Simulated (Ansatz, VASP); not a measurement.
**Two plane-wave programs on BeS**

POSCAR

```
BeS
1.0
    0.0000000000      2.3172971951      2.3172971951
    2.3172971951      0.0000000000      2.3172971951
    2.3172971951      2.3172971951      0.0000000000
Be S
1 1
Direct
    0.0000000000      0.0000000000      0.0000000000
    0.5000000000      0.5000000000      0.5000000000
```

The input INCAR.step1:

```
ALGO     = Normal         # electronic algorithm
EDIFF    = 1E-5           # SCF threshold, eV
ENCUT    = 520            # plane-wave cutoff, eV
GGA      = PE             # functional
ISIF     = 2              # what is computed and relaxed
ISMEAR   = 0              # smearing method
LASPH    = True           # aspherical terms in the spheres
LREAL    = False          # projectors in reciprocal space
LWAVE    = True           # write WAVECAR
NBANDS   = 11             # bands
NELM     = 60             # most SCF steps
PREC     = Accurate       # precision mode
SIGMA    = 0.01           # smearing width, eV
```

Contents of INCAR.step2:

```
AEXX     = 0.75           # exact-exchange fraction
ALGO     = Normal         # electronic algorithm
EDIFF    = 1E-7           # SCF threshold, eV
ENCUT    = 520            # plane-wave cutoff, eV
GGA      = PE             # functional
HFSCREEN = 0.1            # screening, 1/A
ISIF     = 2              # what is computed and relaxed
ISMEAR   = 0              # smearing method
ISTART   = 1            
LASPH    = True           # aspherical terms in the spheres
LCHARG   = True           # write CHGCAR
LELF     = True           # ELF
LHFCALC  = True           # exact exchange
LREAL    = False          # projectors in reciprocal space
LVHAR    = True         
LWAVE    = False          # write WAVECAR
NBANDS   = 11             # bands
NELM     = 60             # most SCF steps
PREC     = Accurate       # precision mode
PRECFOCK = Normal       
SIGMA    = 0.01           # smearing width, eV
```

Contents of KPOINTS:

```
k-points
0
Gamma
  4 4 4
```

Input for Ansatz:

```yaml
crystal:
  lattice:
    - [0.0, 2.3172971951, 2.3172971951]
    - [2.3172971951, 0.0, 2.3172971951]
    - [2.3172971951, 2.3172971951, 0.0]
  atoms:
    - { symbol: Be, position: [0.0, 0.0, 0.0] }
    - { symbol: S, position: [0.5, 0.5, 0.5] }
kpoints:
  mp_grid: { grid: [4, 4, 4] }
hamiltonian:
  xc: { exchange: pbe, correlation: pbe, exx: { coeff: 0.75, omega: 0.1 } }
scf:
  occupations: { method: fixed }
  n_extra_bands: 4
output:
  forces: true
  stress: true
  eigenvalues: true
```

Alike in both runs: task single point; functional PBE-based screened hybrid; k mesh 4 × 4 × 4; no spin polarisation.

|  | VASP | Ansatz |
| --- | --- | --- |
| version | VASP 6.6.1 | Ansatz 0.2.0 |
| potentials or method | VASP PAW PBE potentials, release 64 (Be, S) | plane waves |
| plane-wave cutoff (eV) | 520 | 420 |
| occupations | gaussian, width 0.01 eV | fixed |
| valence electrons in the cell | 8 | 8 |

|  | VASP | Ansatz | Ansatz less VASP |
| --- | --- | --- | --- |
| gap on the k mesh at the Fermi level (eV) | 5.03 | 4.98 | -0.045 |
| pressure (GPa) | -4.7 | -3.6 | +1.09 |

Ansatz warned: «stress_exchange_threshold_loose».

Caveats: the k mesh is coarse (spacing up to 0.59 Å⁻¹), so the values aren't converged; the PAW data sets were made with another functional, which shifts forces and pressure a little (VASP). A k mesh can miss the band edges.
